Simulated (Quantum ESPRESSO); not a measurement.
The system is KBr.

```
CELL_PARAMETERS angstrom
4.04350 0.00000 0.00000
0.00000 4.04350 0.00000
0.00000 0.00000 4.04350
ATOMIC_POSITIONS crystal
Br 0.50000 0.50000 0.50000
K 0.00000 0.00000 0.00000
```

Measurements of this composition are mostly on another form, of space group No. 225.

Base run:

```yaml
Program: Quantum ESPRESSO 7.5
Functional: PBE
Potentials_or_basis: PseudoDojo 0.5 SR PBE standard
Cutoff: 1007 eV
Density_cutoff: 4027 eV
k_mesh: 4 × 4 × 4
Occupations: fermi-dirac, width 0.05 eV
Spin: no spin polarisation
```

Its results: band gap on the k mesh 3.86 eV, indirect (least direct gap 4.12 eV); pressure 0.0 GPa.

Question: The run is repeated on the same cell with these changes: potentials or basis from PseudoDojo 0.5 SR PBE standard to PseudoDojo 0.4.1 SR LDA stringent; cutoff from 1007 eV to 1034 eV; density cutoff from 4027 eV to 4136 eV; valence electrons from 16 to 26. What comes out?

Answer: Band gap on the k mesh 3.78 eV, indirect (least direct gap 4.05 eV); pressure 0.1 GPa.

Caveats: the potentials were made for another functional, which shifts forces and pressure (some runs).

A k mesh can miss the band edges.
